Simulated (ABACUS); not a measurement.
Input of an ABACUS 3.10.1 run:

The input INPUT:

```
INPUT_PARAMETERS
suffix              Na
calculation         scf
basis_type          lcao
pseudo_dir          ./
orbital_dir         ./
symmetry            1
dft_functional      pbe
ecutwfc             100
pseudo_rcut         10
nspin               1
nbands              9
ks_solver           genelpa
smearing_method     fd
smearing_sigma      0.00367493
scf_thr             1e-07
scf_nmax            100
mixing_type         broyden
mixing_beta         0.7
cal_force           1
cal_stress          1
out_mul             1
```

STRU

```
ATOMIC_SPECIES
Na 22.9898 Na.upf

NUMERICAL_ORBITAL
Na_confined-atom_9au_4s3p2d1f.orb

LATTICE_CONSTANT
1.8897261246

LATTICE_VECTORS
-2.1410000000 2.1410000000 2.1410000000
2.1410000000 -2.1410000000 2.1410000000
2.1410000000 2.1410000000 -2.1410000000

ATOMIC_POSITIONS
Direct

Na
0.0
1
0.0000000000 0.0000000000 0.0000000000 1 1 1
```

Contents of KPT:

```
K_POINTS
0
Gamma
9 9 9 0 0 0
```

Potentials or basis: PseudoDojo NC SR 0.4.1 PBE standard, TZDP LCAO (the cutoffs set its grid).

The run is started by

```console
$ OMP_NUM_THREADS=1 mpirun -np 4 abacus > log
```

Question: Predict the pressure.

Answer: -0.4 GPa.

Question: Estimate the band gap on the k mesh.

Answer: None (metal or under the smearing width).

Caveat: the atomic orbitals were generated for these runs and aren't a published set; the basis of atomic orbitals isn't converged, which shifts pressures, moduli and gaps.
